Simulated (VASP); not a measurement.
# Nb in VASP: work function with PBE

Aim: the work function of Nb with PBE.

All numbers are computed with VASP 6.6.1; they aren't measurements. Logs are shortened: lines on timing, memory, paths and dates and some standing lists are left out, and cuts for length are marked.

### Step 1. Starting point

The cell holds a slab with vacuum, 4 atoms: a = 2.866 Å, b = 2.866 Å, c = 28.280 Å, α = 90.00°, β = 90.00°, γ = 109.47°.

The cell was built by a generator and needn't be a form met in nature.

### Step 2. Work function, PBE

File INCAR:

```
SYSTEM = Nb
PREC = Accurate
ENCUT = 520
EDIFF = 1E-6
ISMEAR = 1
SIGMA = 0.1
LREAL = .False.
LASPH = .True.
NELM = 60
ALGO = Fast
ISIF = 2
LWAVE = .False.
LCHARG = .True.
LDIPOL = .True.
IDIPOL = 3
DIPOL = 0.5 0.5 0.500
GGA = PE
LELF = .True.
LVHAR = .True.
LVACPOTAV = .True.
```

File KPOINTS:

```
regular mesh
0
Gamma
  12 12 1
  0 0 0
```

File POSCAR:

```
Nb                                      
1.0
    2.8655568500      0.0000000000      0.0000000000
   -0.9551856200      2.7016728600      0.0000000000
    0.0000000000      0.0000000000     28.2800156200
  Nb            
     4
Selective dynamics
Direct
     0.0000000000000000    0.0000000000000000    0.3758993900000007   F   F   F
     0.5000000000000000    0.5000000000000000    0.4545864421368312   T   T   T
     0.0000000000000000    0.0000000000000000    0.5379618451563822   T   T   T
     0.5000000000000000    0.5000000000000000    0.6166982038576452   T   T   T
```

Potentials or basis: VASP PAW PBE potentials, release 64 (Nb_sv).

Command:

```console
$ cat potpaw_PBE.64/Nb_sv/POTCAR > POTCAR
$ mpirun -np 1 vasp_std > vasp.out
```

OUTCAR:

```text
SYSTEM = Nb
   PREC = Accurate
   ENCUT = 520
   EDIFF = 1E-6
   ISMEAR = 1
   LREAL = .False.
   LASPH = .True.
   NELM = 60
   ISIF = 2
   GGA = PE

 ion  position               nearest neighbor table
   1  0.000  0.000  0.376-   2 2.77   2 2.77
   2  0.500  0.500  0.455-   1 2.77   1 2.77   3 2.88   3 2.88
   3  0.000  0.000  0.538-   4 2.77   4 2.77   2 2.88   2 2.88
   4  0.500  0.500  0.617-   3 2.77   3 2.77

  LATTYP: Found a base centered orthorhombic cell.
 ALAT       =     3.3088599969
 B/A-ratio  =     1.4142135723
 C/A-ratio  =     8.5467549690

  Lattice vectors:

 A1 = (   2.8655568500,   0.0000000000,   0.0000000000)
 A2 = (  -0.9551856200,   2.7016728600,   0.0000000000)
 A3 = (   0.0000000000,   0.0000000000,  28.2800156200)

Analysis of symmetry for initial positions (statically):
=====================================================================
 Subroutine PRICEL returns:
 Original cell was already a primitive cell.

 Routine SETGRP: Setting up the symmetry group for a
 base centered orthorhombic supercell.

 Subroutine GETGRP returns: Found  4 space group operations
 (whereof  4 operations were pure point group operations)
 out of a pool of  8 trial point group operations.

The static configuration has the point symmetry C_2v.

Analysis of symmetry for dynamics (positions and initial velocities):
=====================================================================
 Subroutine PRICEL returns:
 Original cell was already a primitive cell.

 Routine SETGRP: Setting up the symmetry group for a
 base centered orthorhombic supercell.

 Subroutine GETGRP returns: Found  4 space group operations
 (whereof  4 operations were pure point group operations)
 out of a pool of  8 trial point group operations.

The dynamic configuration has the point symmetry C_2v.

Analysis of constrained symmetry for selective dynamics:
=====================================================================
 Subroutine PRICEL returns:
 Original cell was already a primitive cell.

 Routine SETGRP: Setting up the symmetry group for a
 base centered orthorhombic supercell.

 Subroutine GETGRP returns: Found  4 space group operations
 (whereof  4 operations were pure point group operations)
 out of a pool of  8 trial point group operations.

The constrained configuration has the point symmetry C_2v.

 Subroutine INISYM returns: Found  4 space group operations
 (whereof  4 operations are pure point group operations),
 and found     1 'primitive' translations

----------------------------------------------------------------------------------------

                                     Primitive cell

  volume of cell :     218.9381

  direct lattice vectors                    reciprocal lattice vectors
     2.865556850  0.000000000  0.000000000     0.348972312  0.123380347  0.000000000
    -0.955185620  2.701672860  0.000000000     0.000000000  0.370141039  0.000000000
     0.000000000  0.000000000 28.280015620     0.000000000  0.000000000  0.035360659

  length of vectors
     2.865556850  2.865556806 28.280015620     0.370141034  0.370141039  0.035360659

  position of ions in fractional coordinates (direct lattice)
     0.000000000  0.000000000  0.375899390
     0.500000000  0.500000000  0.454586442
     0.000000000  0.000000000  0.537961845
     0.500000000  0.500000000  0.616698204

  ion indices of the primitive-cell ions
   primitive index   ion index
                 1           1
                 2           2
                 3           3
                 4           4

----------------------------------------------------------------------------------------

 KPOINTS: regular mesh

Automatic generation of k-mesh.
 Grid dimensions read from file:
 generate k-points for:   12   12    1

 Generating k-lattice:

  Cartesian coordinates                     Fractional coordinates (reciprocal lattice)
     0.029081026  0.010281696  0.000000000     0.083333333  0.000000000  0.000000000
     0.000000000  0.030845087  0.000000000     0.000000000  0.083333333  0.000000000
     0.000000000  0.000000000  0.035360659     0.000000000  0.000000000  1.000000000

  Length of vectors
     0.030845086  0.030845087  0.035360659

  Shift w.r.t. Gamma in fractional coordinates (k-lattice)
     0.000000000  0.000000000  0.000000000

 Subroutine IBZKPT returns following result:
 ===========================================

 Found     43 irreducible k-points:

 Following reciprocal coordinates:
            Coordinates               Weight
  0.000000  0.000000  0.000000      1.000000
  0.083333 -0.000000  0.000000      4.000000
  0.166667 -0.000000  0.000000      4.000000
  0.250000 -0.000000  0.000000      4.000000
  0.333333 -0.000000  0.000000      4.000000
  0.416667  0.000000  0.000000      4.000000
[... 16 lines left out ...]
  0.500000  0.166667  0.000000      4.000000
 -0.416667  0.166667  0.000000      4.000000
 [... further k-points ...]
   k-points           NKPTS =     43   k-points in BZ     NKDIM =     43   number of bands    NBANDS=     31
   number of dos      NEDOS =    301   number of ions     NIONS =      4
   total plane-waves  NPLWV = 120960
   dimension x,y,z NGX =    24 NGY =   24 NGZ =  210
   dimension x,y,z NGXF=    48 NGYF=   48 NGZF=  420
   ions per type =               4
   NGX,Y,Z   is equivalent  to a cutoff of  13.92, 13.92, 12.34 a.u.
   NGXF,Y,Z  is equivalent  to a cutoff of  27.85, 27.85, 24.69 a.u.
 SYSTEM =  Nb
   PREC   = accura    normal or accurate (medium, high low for compatibility)
   ISTART =      0    job   : 0-new  1-cont  2-samecut
   ICHARG =      2    charge: 1-file 2-atom 10-const
   ISPIN  =      1    spin polarized calculation?
   LNONCOLLINEAR =      F non collinear calculations
   LSORBIT =      F    spin-orbit coupling
   LASPH  =      T    aspherical Exc in radial PAW
   ENCUT  =  520.0 eV  38.22 Ry    6.18 a.u.   5.33  5.33 52.58*2*pi/ulx,y,z
   NELM   =     60;   NELMIN=  2; NELMDL= -5     # of ELM steps
   EDIFF  = 0.1E-05   stopping-criterion for ELM
   LREAL  =      F    real-space projection
   EDIFFG = 0.1E-04   stopping-criterion for IOM
   NSW    =      0    number of steps for IOM
   IBRION =     -1    ionic relax: 0-MD 1-quasi-New 2-CG
   NFREE  =      0    steps in history (QN), initial steepest desc. (CG)
   ISIF   =      2    stress and relaxation
   ISYM   =      2    0-nonsym 1-usesym 2-fastsym
   POTIM  = 0.5000    time-step for ionic-motion
   TEBEG  =    0.0;   TEEND  =   0.0 temperature during run
   PSTRESS=    0.0 pullay stress
   NELECT =      52.0000    total number of electrons
   NUPDOWN=      -1.0000    fix difference up-down
   EMIN   =  10.00;   EMAX   =-10.00  energy-range for DOS
   EFERMI =   0.00;   METHOD = LEGACY
   ISMEAR =     1;   SIGMA  =   0.10  broadening in eV -4-tet -1-fermi 0-gaus
   EFERMI_NEDOS =   21; number of points for ismear=-14 and -15
   IALGO  =     68    algorithm
   IMIX   =      4    mixing-type and parameters
     AMIX     =   0.40;   BMIX     =  1.00
     AMIX_MAG =   1.60;   BMIX_MAG =  1.00
  volume/ion in A,a.u.               =      54.73       369.37
  Fermi-wavevector in a.u.,A,eV,Ry     =   1.013839  1.915877 13.985001  1.027869
  Thomas-Fermi vector in A             =   2.147031
   LORBIT       =      0    0 simple, 1 ext, 2 COOP (PROOUT), +10 PAW based schemes
   GGA     = PE    functional components
   LHFCALC =     F    Hartree Fock is set to
   AEXX    =    0.0000 exact exchange contribution
   IVDW    =     0    specifies the selected vdW correction
   LEPSILON=     F    determine dielectric tensor
   LRPA    =     F    only Hartree local field effects (RPA)
 non-spin polarized calculation
 RMM-DIIS sequential band-by-band and
 Methfessel and Paxton  Order N= 1 SIGMA  =   0.10
  energy-cutoff  :      520.00
  volume of cell :      218.94
 maximum number of plane-waves:      5938
 NGX is ok and might be reduce to    24
   NGX = 11   NGY = 11   NGZ =105

 dipolmoment           0.000000      0.000000     -0.000005 electrons x Angstroem

 number of electron      51.9999997 magnetization

 dipolmoment           0.000000      0.000000      0.000010 electrons x Angstroem

 Free energy of the ion-electron system (eV)
  ---------------------------------------------------
  ext. energy  EPLUGINS =         0.00000000
  ---------------------------------------------------
  free energy    TOTEN  =       -38.88230471 eV

  energy without entropy =      -38.88510548  energy(sigma->0) =      -38.88323830

 E-fermi :   0.8128     XC(G=0):  -4.8452

 val. band max:        0.8006087071   @ k =   0.1667  -0.0000   0.0000
 cond. band min:       0.8516463909   @ k =   0.0833   0.0833   0.0000
 fundamental gap:      0.0510376838
 Fermi energy:         0.8127613349

 k-point     1 :       0.0000    0.0000    0.0000
  band No.  band energies     occupation
      1     -53.7828      2.00000
      2     -53.7754      2.00000
      3     -53.4927      2.00000
      4     -53.3869      2.00000
      5     -30.3081      2.00000
      6     -30.1027      2.00000
[... 23 lines left out ...]
     30       2.3814     -0.00000
     31       2.6734     -0.00000

 k-point     2 :       0.0833   -0.0000    0.0000
  band No.  band energies     occupation
      1     -53.7731      2.00000
      2     -53.7663      2.00000
      3     -53.4846      2.00000
      4     -53.3819      2.00000
      5     -30.2859      2.00000
      6     -30.0978      2.00000
[... 23 lines left out ...]
     30       2.2385     -0.00000
     31       2.6462     -0.00000

 k-point     3 :       0.1667   -0.0000    0.0000
  band No.  band energies     occupation
      1     -53.7466      2.00000
      2     -53.7414      2.00000
      3     -53.4621      2.00000
      4     -53.3688      2.00000
      5     -30.2253      2.00000
      6     -30.0905      2.00000
[... 23 lines left out ...]
     30       1.8128     -0.00000
     31       2.9238      0.00000

 k-point     4 :       0.2500   -0.0000    0.0000
  band No.  band energies     occupation
      1     -53.7100      2.00000
      2     -53.7068      2.00000
      3     -53.4300      2.00000
      4     -53.3523      2.00000
      5     -30.1545      2.00000
      6     -30.1048      2.00000
[... 23 lines left out ...]
     30       2.4751     -0.00000
     31       3.2684      0.00000

 k-point     5 :       0.3333   -0.0000    0.0000
  band No.  band energies     occupation
      1     -53.6732      2.00000
      2     -53.6715      2.00000
      3     -53.3949      2.00000
      4     -53.3388      2.00000
      5     -30.1925      2.00000
      6     -30.1758      2.00000
[... 23 lines left out ...]
     30       3.3086      0.00000
     31       3.4995      0.00000
[... 542 lines left out ...]
     30       2.5301     -0.00000
     31       3.7215      0.00000

 k-point    22 :       0.4167    0.1667    0.0000
  band No.  band energies     occupation
      1     -53.6195      2.00000
      2     -53.6183      2.00000
      3     -53.3309      2.00000
      4     -53.3189      2.00000
      5     -30.2742      2.00000
      6     -30.2655      2.00000
[... 23 lines left out ...]
     30       2.4135     -0.00000
     31       3.5923      0.00000

 k-point    23 :       0.5000    0.1667    0.0000
  band No.  band energies     occupation
      1     -53.6188      2.00000
      2     -53.6175      2.00000
      3     -53.3382      2.00000
      4     -53.2994      2.00000
      5     -30.2963      2.00000
      6     -30.2766      2.00000
[... 23 lines left out ...]
     30       2.6345     -0.00000
     31       3.2945      0.00000

 k-point    24 :      -0.4167    0.1667    0.0000
  band No.  band energies     occupation
      1     -53.6355      2.00000
      2     -53.6336      2.00000
      3     -53.3567      2.00000
      4     -53.2946      2.00000
      5     -30.2232      2.00000
      6     -30.1906      2.00000
[... 23 lines left out ...]
     30       2.7399     -0.00000
     31       3.2218      0.00000

 [... further k-points ...]

------------------------ aborting loop because EDIFF is reached ----------------------------------------

  FORCE on cell =-STRESS in cart. coord.  units (eV):
  Direction    XX          YY          ZZ          XY          YZ          ZX
  --------------------------------------------------------------------------------------
  -------------------------------------------------------------------------------------
  Total       -2.7203810     -2.2531080     -0.1008613      0.6608237      0.0000000      0.0000000
  in kB      -19.9075989    -16.4881204     -0.7380974      4.8358719      0.0000000      0.0000000
  external PRESSURE =     -12.3779389 kB  Pullay stress =       0.0000000 kB

 VOLUME and BASIS-vectors are now :
 -----------------------------------------------------------------------------
  energy-cutoff  :      520.00
  volume of cell :      218.94
      direct lattice vectors                 reciprocal lattice vectors
     2.865556850  0.000000000  0.000000000     0.348972312  0.123380347  0.000000000
    -0.955185620  2.701672860  0.000000000     0.000000000  0.370141039  0.000000000
     0.000000000  0.000000000 28.280015620     0.000000000  0.000000000  0.035360659

 POSITION                                       TOTAL-FORCE (eV/Angst)
 -----------------------------------------------------------------------------------
      0.00000      0.00000     10.63044        -0.000000      0.000000     -0.002469
      0.95519      1.35084     12.85571         0.000000      0.000000      0.004225
      0.00000      0.00000     15.21357         0.000000      0.000000      0.004131
      0.95519      1.35084     17.44023         0.000000      0.000000     -0.005887
 -----------------------------------------------------------------------------------
    total drift:                               -0.000000     -0.000000      0.000484

  FREE ENERGIE OF THE ION-ELECTRON SYSTEM (eV)
  ---------------------------------------------------
  free  energy   TOTEN  =       -38.8823047109 eV

  energy  without entropy=      -38.8851054764  energy(sigma->0) =      -38.88323830

 vacuum level on the upper side and lower side of the slab         5.300         5.300
```

Run time: 25 min. Hardware: 1 thread of Intel Xeon Platinum 8175M at 2.50GHz (Skylake/Cascade Lake), shared host; peak memory 0.47 GiB.

Results:

| Property | Result |
| --- | --- |
| Free energy | -38.8823 eV |
| Largest force | 0.006 eV/Å |
| Band gap on the k mesh | none (metal or under the smearing width) |
| Work function of the upper face | 4.49 eV |
| Work function of the lower face | 4.49 eV |

Forces on the atoms (eV/Å):
```
Nb   0.000  0.000 -0.002
Nb   0.000  0.000  0.004
Nb   0.000  0.000  0.004
Nb   0.000  0.000 -0.006
```
